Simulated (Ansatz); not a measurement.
## Structures of TaN: which is lowest?

Plane-wave DFT in Ansatz with scalar-relativistic PAW potentials, cutoff 420 eV, Γ-centred meshes chosen by cell and gap, Gaussian smearing with energies taken to zero width. Every cell was relaxed (cell and atoms) in a run of its own, within the symmetry of its start. Functional: PBE+D3(BJ).

Relaxed structures (starts from databases or built by putting these elements on another compound's sites):
A. P6_3mc, 4 atoms in the computed cell, a = 3.123 Å, c = 6.093 Å; sites (symmetry × multiplicity) Ta 3m. × 2, N 3m. × 2; start: database
B. P-6m2, 2 atoms in the computed cell, a = 2.929 Å, c = 2.881 Å; sites (symmetry × multiplicity) Ta -6m2 × 1, N -6m2 × 1; start: database
C. P6/mmm, 6 atoms in the computed cell, a = 5.215 Å, c = 2.912 Å; sites (symmetry × multiplicity) Ta -6m2 × 2 + 6/mmm × 1, N mmm × 3; start: database
D. Fm-3m, 2 atoms in the computed cell, a = 4.385 Å; sites (symmetry × multiplicity) Ta m-3m × 4, N m-3m × 4; start: database
E. P-62m, 6 atoms in the computed cell, a = 5.188 Å, c = 2.905 Å; sites (symmetry × multiplicity) Ta -6.. × 2 + -62m × 1, N m2m × 3; start: database

Rank them by energy. Could pressure change the order?

| structure | group | E − E(lowest) (meV/atom) | V (Å³/atom) | gap on mesh (eV) |
| --- | --- | --- | --- | --- |
| E | P-62m | 0.0 | 11.29 | 0.00 |
| B | P-6m2 | 5.8 | 10.70 | 0.00 |
| D | Fm-3m | 306 | 10.54 | 0.00 |
| C | P6/mmm | 454 | 11.43 | 0.00 |
| A | P6_3mc | 461 | 12.87 | 0.00 |

E is lowest, 6 meV/atom under B. B is denser by 0.59 Å³/atom, so pressure favours it: ΔE/ΔV, with ΔE in eV and 1 eV/Å³ = 160.2 GPa, gives about 1.6 GPa for equal enthalpy if both cells were rigid, a rough figure since the two compress differently. Other structures may lie lower than all of these, and vibrations aren't counted.

Spin-orbit coupling is left out, which matters for the bands of heavy elements.